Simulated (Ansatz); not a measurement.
**Property card for C**

Level of theory: DFT PBE, scalar-relativistic, plane waves, PAW in Ansatz.

Settings: cutoff 420 eV, Γ-centred mesh 12×12×12 on the computed 14-atom cell, Gaussian smearing of 0.02 eV; no spin polarisation.

The structure is relaxed at this level of theory with its symmetry kept.

```
C
1.0
     1.26059    0.72780   14.49111
    -1.26059    0.72780   14.49111
     0.00000   -1.45560   14.49111
C
14
Cartesian
  0.0000 0.0000 0.7732
  0.0000 0.0000 42.7002
  0.0000 0.0000 7.5036
  0.0000 0.0000 35.9697
  0.0000 0.0000 9.0488
  0.0000 0.0000 34.4245
  0.0000 0.0000 11.6566
  0.0000 0.0000 31.8167
  0.0000 0.0000 13.2020
  0.0000 0.0000 30.2714
  0.0000 0.0000 17.8447
  0.0000 0.0000 25.6287
  0.0000 0.0000 19.4143
  0.0000 0.0000 24.0590
```

Question: Formation energy from the elements' standard states (uncorrected)?

Answer: +0.141 eV/atom.

Question: Kohn–Sham band gap?

Answer: 4.39 eV, indirect from Γ to (0.003, 0.367, 0.367).

Question: Löwdin character of the top 1 eV of the valence band?

Answer: C 2p 99 %.

Question: Löwdin character of the lowest 1 eV of the conduction band?

Answer: C 2p 55 %, C 2s 36 %, unprojected 9 %.

Question: Electron masses at the edge by Cartesian direction of the standard setting (m_e; degenerate bands sorted by energy; no spin-orbit coupling)?

Answer: x: 0.64; y: 0.31; z: 0.78.

Question: Hole masses at the edge by Cartesian direction of the standard setting (m_e; degenerate bands sorted by energy; no spin-orbit coupling)?

Answer: x: 0.95, 0.30; y: 0.96, 0.30; z: 0.80, 0.80.

Question: Bulk modulus?

Answer: 433 GPa.

Question: Its pressure derivative?

Answer: 3.7.

Question: Electronic dielectric constant xx, yy, zz of the standard setting (independent particles)?

Answer: 5.9, 5.9, 6.1.

Cost: 12 runs of about 100 core-minutes in all, on Intel Xeon Processor @ 2.50GHz (Skylake/Cascade Lake) (shared hosts).